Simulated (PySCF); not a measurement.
Numbering as in the mapped SMILES `[CH:1]#[C:2][c:3]1[cH:4][cH:5][cH:6][cH:7][cH:8]1` (H(Xn): hydrogen on atom n).

PySCF 2.14 calculation with geometry from PBE0-D3(BJ)/def2-TZVP and shielding tensors at B97-2/pcSseg-2 (GIAO); non-relativistic Hamiltonian, equivalent nuclei averaged, a single conformation, gas phase.

δ = σ(ref) − σ, references computed at the same level: $^{13}$C, $^{1}$H vs TMS.

```json
{"atoms": "C5/C7", "nucleus": "$^{13}$C", "count": "2", "δ (ppm)": "?"}
{"atoms": "C2", "nucleus": "$^{13}$C", "count": "1", "δ (ppm)": "88.7"}
{"atoms": "C4/C8", "nucleus": "$^{13}$C", "count": "2", "δ (ppm)": "140.7"}
{"atoms": "C3", "nucleus": "$^{13}$C", "count": "1", "δ (ppm)": "?"}
{"atoms": "C6", "nucleus": "$^{13}$C", "count": "1", "δ (ppm)": "134.9"}
{"atoms": "H(C4)/H(C8)", "nucleus": "$^{1}$H", "count": "2", "δ (ppm)": "?"}
{"atoms": "H(C1)", "nucleus": "$^{1}$H", "count": "1", "δ (ppm)": "2.94"}
{"atoms": "C1", "nucleus": "$^{13}$C", "count": "1", "δ (ppm)": "84.3"}
{"atoms": "H(C6)", "nucleus": "$^{1}$H", "count": "1", "δ (ppm)": "7.56"}
{"atoms": "H(C5)/H(C7)", "nucleus": "$^{1}$H", "count": "2", "δ (ppm)": "7.57"}
```

Complete the table.

Results:


- C5/C7: 134.6 ppm, aromatic CH; the aromatic region
- C3: 129.8 ppm, substituted aromatic carbon
- H(C4)/H(C8): 7.85 ppm, hydrogen on an aromatic CH; ring-current deshielding

Shifts are as computed. Against solution values, carbons near 30 ppm lie about +3 ppm off and those near 130 ppm about +7 ppm. Of 1211 compounds with measured shifts, 218 miss one by over three times the rms of a fit or turn the order of signals round; such compounds aren't used in these exercises.
